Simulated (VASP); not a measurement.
# Sn in VASP: convergence with k mesh

Crystal: Sn.

```
CELL_PARAMETERS angstrom
-1.89465 1.89465 1.89465
1.89465 -1.89465 1.89465
1.89465 1.89465 -1.89465
ATOMIC_POSITIONS crystal
Sn 0.00000 0.00000 0.00000
```

This isn't the form of Sn at room conditions, which is tetragonal (white tin).

```yaml
Program: VASP 6.6.1
Task: single point
Functional: PBEsol
Potentials_or_basis: VASP PAW PBE potentials, release 64 (Sn_d)
Cutoff: 520 eV
k_mesh: 2 × 2 × 2
Occupations: methfessel-paxton, width 0.1 eV
Spin: no spin polarisation
```

These are the settings of the first run; the series varies k mesh, with any setting tied to it.

Hardware: 1 thread of Intel(R) Xeon(R) Platinum 8259CL CPU @ 2.50GHz (Skylake/Cascade Lake) (shared host).

```tsv
k mesh	energy less the tightest run, at zero smearing (meV/atom)	pressure (GPa)	SCF cycles	CPU time (s)	peak memory (GiB)
2 × 2 × 2	-1653.58	-6.59	10	2.4	0.13
3 × 3 × 3	-28.41	-4.07	10	2.2	0.13
4 × 4 × 4	115.96	-2.13	10	3.7	0.13
6 × 6 × 6	-28.52	-2.17	10	4.1	0.13
7 × 7 × 7	-26.69	-1.85	10	5.4	0.13
9 × 9 × 9	-9.61	-2.48	10	8	0.14
11 × 11 × 11	3.09	-1.65	10	11	0.14
14 × 14 × 14	-9.27	-2.07	10	18	0.15
16 × 16 × 16	0.00	-1.76	10	23	0.17
```

Not settled before the last step: the energy (to 1 meV/atom), the pressure (to 0.1 GPa). Meshes of other sizes hit other points, so gaps and Fermi surfaces needn't settle smoothly. The tightest run that finished is the yardstick and may itself not be fully converged.

Caveat, for the tightest run too: the PAW data sets were made with another functional, which shifts forces and pressure a little.
